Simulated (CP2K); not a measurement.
The system is PtSe2 (Sudovikovite).

```
Pt Se
1.0
     3.57504    0.00000    0.00000
    -1.78752    3.09608    0.00000
     0.00000    0.00000    5.06200
Pt Se
1 2
Direct
  0.00000 0.00000 0.00000
  0.66667 0.33333 0.75000
  0.33333 0.66667 0.25000
```

The cell isn't the ideal one: strain = -0.04.

| Property | Result |
| --- | --- |
| Program | CP2K 2026.2 |
| Task | relaxation of the atoms |
| Functional | PBE |
| Potentials or basis | POTENTIAL_UZH Pt GTH-PBE-q18, Se GTH-PBE-q6; TZVP-MOLOPT-PBE-GTH basis |
| Density cutoff | 6123 eV |
| k mesh | 8 × 8 × 5 |
| Occupations | fermi-dirac, width 0.05 eV |
| Spin | no spin polarisation |

At the start: pressure 25.2 GPa; volume 18.68 Å³/atom.

Question: Where does the relaxation end?

Answer: Over 6 steps the energy falls by 79.7 meV/atom; space group P-3m1 (No. 164, to 0.05 Å).

The path:
```tsv
step	energy change (eV)	largest force (eV/Å)
1	0.0000	1.9258
2	-0.1788	0.8372
3	-0.2380	0.1261
4	-0.2392	0.0135
5	-0.2392	0.0002
6	-0.2392	0.0002
```

Final structure:
```
Pt Se
1.0
     3.57504    0.00000    0.00000
    -1.78752    3.09608    0.00000
     0.00000    0.00000    5.06200
Pt Se
1 2
Direct
  0.00000 0.00000 0.00000
  0.66667 0.33333 0.72461
  0.33333 0.66667 0.27539
```

Caveat: the basis of atomic orbitals isn't converged, which shifts pressures, moduli and gaps.
